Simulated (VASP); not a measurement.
Crystal: HgSe.

```
Hg Se
1.0
     0.00000    3.03900    3.03900
     3.03900    0.00000    3.03900
     3.03900    3.03900    0.00000
Hg Se
1 1
Cartesian
  0.0000 0.0000 0.0000
  4.5585 4.5585 4.5585
```

| Item | Value |
| --- | --- |
| Program | VASP 6.6.1 |
| Task | relaxation of cell and atoms |
| Functional | PBE |
| Dispersion | D3(BJ) |
| Potentials or basis | VASP PAW PBE potentials, release 64 (Hg, Se) |
| Cutoff | 600 eV |
| k mesh | 8 × 8 × 8 |
| Occupations | fermi-dirac, width 0.05 eV |
| Spin | no spin polarisation |

At the start: pressure 2.9 GPa; volume 28.07 Å³/atom.

**Question.** Where does the relaxation end?

**Answer.** Over 3 steps the energy falls by 12.6 meV/atom and the volume is 29.55 Å³/atom (+5.3 %); space group F-43m (No. 216, to 0.05 Å).

The path:
| step | energy change (eV) | largest force (eV/Å) | pressure (GPa) | volume (Å³) |
| --- | --- | --- | --- | --- |
| 1 | 0.0000 | 0.0000 | 2.88 | 56.13 |
| 2 | -0.0216 | 0.0000 | -0.93 | 60.33 |
| 3 | -0.0252 | 0.0000 | 0.01 | 59.10 |

Final structure:
```xyz
2
Lattice="0.0000 3.0916 3.0916 3.0916 0.0000 3.0916 3.0916 3.0916 0.0000" Properties=species:S:1:pos:R:3 pbc="T T T"
Hg    0.0000    0.0000    0.0000
Se    4.6375    4.6375    4.6375
```

Caveat: pairwise dispersion overbinds metals, which lowers pressure and volume.
